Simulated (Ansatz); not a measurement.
All numbers below come from DFT PBE, scalar-relativistic, plane waves, PAW in Ansatz 0.2.0. All cells share a 420 eV cutoff and Γ-centred k meshes spaced at most about 0.3 Å⁻¹ (about 0.25 or finer for metals, 2π included). No spin polarisation.

All energies are static (0 K, no zero-point motion).

**Question.** Order these relaxed structures of TiH₄ by energy, lowest first, with the energy over the lowest of them.
1.

```xyz
10
Lattice="0.0000 3.5122 3.5122 3.5122 0.0000 3.5122 3.5122 3.5122 0.0000" Properties=species:S:1:pos:R:3 pbc="T T T"
Ti    1.7561    1.7561    1.7561
Ti    5.2683    5.2683    5.2683
H     4.2498    4.2498    4.2498
H     2.7747    2.7747    4.2498
H     2.7747    4.2498    2.7747
H     4.2498    2.7747    2.7747
H     4.2498    4.2498    2.7747
H     2.7747    2.7747    2.7747
H     4.2498    2.7747    4.2498
H     2.7747    4.2498    4.2498
```

2.

```xyz
5
Lattice="-2.1321 2.1321 2.1321 2.1321 -2.1321 2.1321 2.1321 2.1321 -2.1321" Properties=species:S:1:pos:R:3 pbc="T T T"
Ti    0.0000    0.0000    0.0000
H     1.0661    1.0661    1.0661
H     1.0661    1.0661   -1.0661
H     1.0661   -1.0661    1.0661
H    -1.0661    1.0661    1.0661
```

3.

```xyz
5
Lattice="1.7098 -2.7891 0.0000 1.7098 2.7891 0.0000 0.0000 0.0000 3.3451" Properties=species:S:1:pos:R:3 pbc="T T T"
Ti    1.7098    0.0000    1.6726
H     1.7098   -1.8930    1.6726
H     0.9440    0.0000    0.0000
H     2.4756    0.0000    0.0000
H     1.7098    1.8930    1.6726
```

**Answer.** 3 (0 meV/atom), 2 (199 meV/atom), 1 (703 meV/atom). Forms: cell 3 Cmmm; cell 2 Im-3m; cell 1 Fm-3m. Counting H atoms around Ti (those within 1.25 times the shortest such distance or 1.15 times the sum of covalent radii): cell 3 has Ti 10; cell 2 has Ti 8; cell 1 has Ti 4. All come from invented guesses. Shaken at random and relaxed again, cell 3 falls into a cell with space group C2/m (No. 12), 103 meV/atom lower and the lowest form computed, so it is a saddle point or a shallow minimum.

With hydrogen, zero-point motion can shift such differences by 10 meV/atom or more. Cells without such a test can be saddle points. Some candidate types were left out of the draw beforehand, so a known form may be missing.
